Question

Lead oxide, PbO, is built of layers. Each Pb atom has its four O neighbours on one side, and its lone pair points into the gap between layers. The PBEsol functional gives this crystal an equilibrium volume of 20.19 Å³ per atom. Adding a dispersion correction lowers the computed total energy by 0.240 eV per atom with D3(BJ) and by 0.163 eV per atom with D4.

(a) Estimate both corrected volumes by hand, taking an effective stiffness of 48 GPa, which is 0.30 eV/Å³.
(b) Say where you expect the method to stop working. The answer then sets the estimates beside the computed volumes.

Model answer

(a) Dispersion is the weak attraction between the fluctuating charge clouds of atoms. At long range its energy falls as the inverse sixth power of distance. If all distances shrink together, volume goes as distance cubed, so this energy goes as 1/V². Let D be the dispersion energy per atom, counted positive, V the volume per atom and B the stiffness. The quoted lowering of the total energy stands in for D, although it compares relaxed cells and so includes a part won by the contraction itself, under a tenth in this simple model. The attraction then acts like an external pressure, and the crystal gives way until its own resistance balances it:

inward pressure = 2D/V
fractional contraction ≈ 2D/(B V)

For D3(BJ) the pressure is 2 × 0.240/20.19 = 0.024 eV/Å³, or nearly 4 GPa. Dividing by the stiffness gives a contraction of about 8%. The same formula yields a rule worth remembering for this crystal: 1% of volume for every 0.03 eV per atom of dispersion energy.

PBEsol-D3(BJ): 0.240/0.03 = 8.0%, so V ≈ 20.19 × 0.920 ≈ 18.6 Å³ per atom
PBEsol-D4: 0.163/0.03 = 5.4%, so V ≈ 20.19 × 0.946 ≈ 19.1 Å³ per atom

(b) The method should stop working in two places. The first is wherever a cell is small for some reason other than an added dispersion energy. The local density approximation is the clear case: it is known to bind solids too tightly without any such term, so the rule has nothing to count and should miss the contraction entirely. The second is wherever the energy is a poor guide to the pull. The 1/V² law holds for atoms far apart, but both corrections are damped, that is, weakened at short range, each in its own way and with settings that depend on the functional. A stiffness that suits PBEsol may therefore fail on PBE.

The computed volumes put this to the test.

PbO (space group P4/nmm, 4-atom cell), Kohn-Sham DFT without spin polarisation in Ansatz, with Ansatz PAW potentials, a 420 eV cutoff, a 7×7×6 k mesh and Fermi-Dirac smearing of 0.05 eV. Volumes are from relaxation of cell and atoms with Pulay-corrected stress, except for SVWN5, where the volume is from a fit to an energy-volume curve.

```
       method  rung  equilibrium volume (Å³/atom)
          LDA   LDA                        19.043
        SVWN5   LDA                        19.084
   PBE-D3(BJ)   GGA                        20.318
       PBE-D4   GGA                        20.184
       PBEsol   GGA                        20.191
PBEsol-D3(BJ)   GGA                        18.542
    PBEsol-D4   GGA                        19.079
```

Before the final rounding, both estimates agree with the computed volumes to about 0.2%. This agreement is weaker evidence than it looks, because the stiffness of 48 GPa was chosen to suit these same two rows. What the two rows add is a hint of proportionality within PBEsol: one constant serves two corrections of quite different strength.

The PBE rows played no part in that choice and give a fairer test. Here D3(BJ) binds less than D4, by 0.039 eV per atom, so the rule expects its cell to be 1.3% larger. The computed cell is larger by 0.7%. The rule gets the direction right and the size wrong by a factor of two.

For LDA and SVWN5, two versions of the local density approximation, the rule has no dispersion energy to work with. It would leave them at the PBEsol volume, about 6% too large. This is the first failure expected above: their small cells come from the functional itself.

Remarks on the reasoning

A good answer starts from energy, not from the name of the correction. D3(BJ) gives the smaller cell on PBEsol but the larger one on PBE, so neither correction can be called the stronger contractor. Each is adjusted to the functional it accompanies. In both pairs the correction that lowers the energy more gives the smaller cell.

The choice of stiffness deserves thought. The energy-volume curve computed with SVWN5 gives 92 GPa, and with that value the estimated contractions on PBEsol come out at only half the computed ones. Part of the mismatch may lie in where the curve is read: 92 GPa belongs to the small SVWN5 cell, and near the PBEsol volume the same curve gives only about 72 GPa. A likely reason for the rest is the shape of the cell: the high value suggests that this curve was obtained by scaling at fixed shape, perhaps with the atoms held at fixed relative positions too, whereas a layered crystal free to change shape can close its soft gaps first. The lower value of 48 GPa would then stand for that easier path, but it also absorbs the errors of the simple 1/V² law, so it should not be quoted as the bulk modulus of PbO.

The PBE pair warns against reading too much into this. There the stiffness of 92 GPa reproduces the computed difference, and the lower value does not. A plausible explanation is the damping named in part (b), through which a difference in energy need not bring the full difference in pull. That remains a guess. Nor can the table show how well the rule gives the whole effect of either correction on PBE, because plain PBE is not among its rows.

A match in volume is not a match in physics. PBEsol-D4 lands within 0.2% of LDA, yet one reaches that volume through an added attraction and the other through the density functional alone. Nor is the shared volume the right one. The crystal as listed in a crystallographic database has 19.94 Å³ per atom, between 4 and 5% more, and plain PBEsol comes much closer to it. The computed volumes are for a static lattice; the motion of the atoms usually swells a crystal a little, which may account for part of the gap but probably not all of it. On PBEsol, then, both corrections appear to overshoot for this crystal. A student who takes the agreement as support for either method has compared results without comparing causes.

Finally, the estimate should be quoted no more finely than the calculations deserve. LDA run in a second program, GPAW, with other settings, gives a volume about 1% smaller than the tabulated one. A contraction of 5.5 or 8% stands well clear of that scatter. The 0.7% between the two PBE rows does not, and it has meaning only because both were computed in the same way. The printed analysis below sets the rule beside every row; PBEsol and PBE-D4 are its starting points and test nothing.

The analysis program printed:

```
Change of volume from the anchor row:
            row  energy gain eV/atom  computed %  hand rule %  with SVWN5 stiffness %
            LDA                    0      -5.686            0                       0
          SVWN5                    0      -5.483            0                       0
     PBE-D3(BJ)             -0.03923      0.6639        1.308                  0.6737
         PBE-D4                    0           0            0                       0
         PBEsol                    0           0            0                       0
  PBEsol-D3(BJ)               0.2398      -8.167       -7.994                  -4.118
      PBEsol-D4               0.1626      -5.507       -5.419                  -2.791
Volumes from the hand rule:
            row  rule A^3/atom  computed A^3/atom  miss A^3/atom   miss %
            LDA          20.19              19.04          1.148    6.028
          SVWN5          20.19              19.08          1.107    5.801
     PBE-D3(BJ)          20.45              20.32         0.1299   0.6394
         PBE-D4          20.18              20.18              0        0
         PBEsol          20.19              20.19              0        0
  PBEsol-D3(BJ)          18.58              18.54         0.0349   0.1882
      PBEsol-D4           19.1              19.08        0.01782  0.09338
Energy gain per 1% of contraction, PBEsol-D3(BJ), eV/atom: 0.02937
Energy gain per 1% of contraction, PBEsol-D4, eV/atom: 0.02952
Energy difference per 1% of volume, PBE-D3(BJ) against PBE-D4, eV/atom: 0.05908
Stiffness that 0.03 eV/atom per 1% stands for, GPa: 47.61
Part of the PBEsol-D3(BJ) energy gain won by contraction in the simple model, %: 7.55
Hand rule over computed change for the PBE pair, ratio: 1.969
PBE-D3(BJ) less PBE-D4, A^3/atom: 0.134
PBE-D4 less PBEsol, A^3/atom: -0.007
SVWN5 less LDA, A^3/atom: 0.041
LDA in GPAW, A^3/atom: 18.84
LDA in Ansatz above LDA in GPAW, %: 1.093
```
